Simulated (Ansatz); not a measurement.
BN (Fmm2) from a database structure (r2SCAN+rVV10 geometry), in Ansatz:

```cif
data_structure
_symmetry_space_group_name_H-M 'Fmm2'
_symmetry_Int_Tables_number 42
_cell_length_a 2.5019
_cell_length_b 6.5857
_cell_length_c 4.3266
_cell_angle_alpha 90.000
_cell_angle_beta 90.000
_cell_angle_gamma 90.000
_cell_volume 71.29
loop_
_atom_site_label
_atom_site_type_symbol
_atom_site_symmetry_multiplicity
_atom_site_Wyckoff_symbol
_atom_site_fract_x
_atom_site_fract_y
_atom_site_fract_z
_atom_site_occupancy
B1 B 4 a 0.50000 0.00000 0.50011 1
N1 N 4 a 0.50000 0.00000 0.16659 1
```

G0W0@r2SCAN with 67 empty bands, a screening cutoff of 140 eV and a 6×6×6 mesh (PAW, contour deformation) gives 5.276 eV over the mesh points, from an r2SCAN gap of 4.076 eV; it sums over 71 bands with 69 plane waves in the screening and a wave cutoff of 500 eV. G0W0 here is at a finite number of bands, screening cutoff and k mesh, not at the basis limit. The values are computed, spin-unpolarised, and not measurements.

Problem. Another run gave a Kohn-Sham gap of 4.076 eV and a G0W0 gap of 5.389 eV, summing over 127 bands with 117 plane waves in the screening and a wave cutoff of 500 eV. What was changed?

Solution. Empty bands 123, screening cutoff 210 eV. The counts of bands and plane waves show that both rose or fell; the cutoff follows only within a few eV.

Problem. Estimate the gap with empty bands 28, screening cutoff 80 eV.

Solution. 5.128 eV (-0.148 eV), from a Kohn-Sham gap of 4.076 eV.
